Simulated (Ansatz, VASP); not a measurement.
## KCl: VASP beside Ansatz

Contents of INCAR:

```
SYSTEM = KCl
ALGO = Normal
EDIFF = 1E-7
ENCUT = 520
GGA = PE
ISIF = 2
ISMEAR = 0
LASPH = .True.
LCHARG = .True.
LELF = .True.
LREAL = .False.
LVHAR = .True.
LWAVE = .False.
NBANDS = 15
NELM = 60
PREC = Accurate
SIGMA = 0.01
```

Contents of KPOINTS:

```
k-points
0
Gamma
  6 6 6
  0 0 0
```

The input POSCAR:

```
KCl
1.0
    3.8728222971      0.0000000000      0.0000000000
    0.0000000000      3.8728222971      0.0000000000
    0.0000000000      0.0000000000      3.8728222971
K Cl
1 1
Direct
    0.0000000000      0.0000000000      0.0000000000
    0.5000000000      0.5000000000      0.5000000000
```

Input for Ansatz:

```yaml
crystal:
  lattice:
    - [3.8728222971, 0.0, 0.0]
    - [0.0, 3.8728222971, 0.0]
    - [0.0, 0.0, 3.8728222971]
  atoms:
    - { symbol: K, position: [0.0, 0.0, 0.0] }
    - { symbol: Cl, position: [0.5, 0.5, 0.5] }
kpoints:
  mp_grid: { grid: [6, 6, 6] }
hamiltonian:
  xc: pbe
scf:
  occupations: { method: fixed }
  n_extra_bands: 4
output:
  forces: true
  stress: true
  eigenvalues: true
```

Alike in both runs: task single point; functional PBE; k mesh 6 × 6 × 6; no spin polarisation.

|  | VASP | Ansatz |
| --- | --- | --- |
| version | VASP 6.6.1 | Ansatz 0.2.0 |
| potentials or method | VASP PAW PBE potentials, release 64 (K_sv, Cl) | plane waves, PAW |
| plane-wave cutoff (eV) | 520 | 420 |
| occupations | gaussian, width 0.01 eV | fixed |
| valence electrons in the cell | 16 | 16 |

```csv
,VASP,Ansatz,Ansatz less VASP
gap on the k mesh at the Fermi level (eV),4.69,4.69,+0.001
pressure (GPa),-0.5,-0.5,0.00
```

A k mesh can miss the band edges. A hybrid or GW would open this gap; PBE tends to underestimate it.
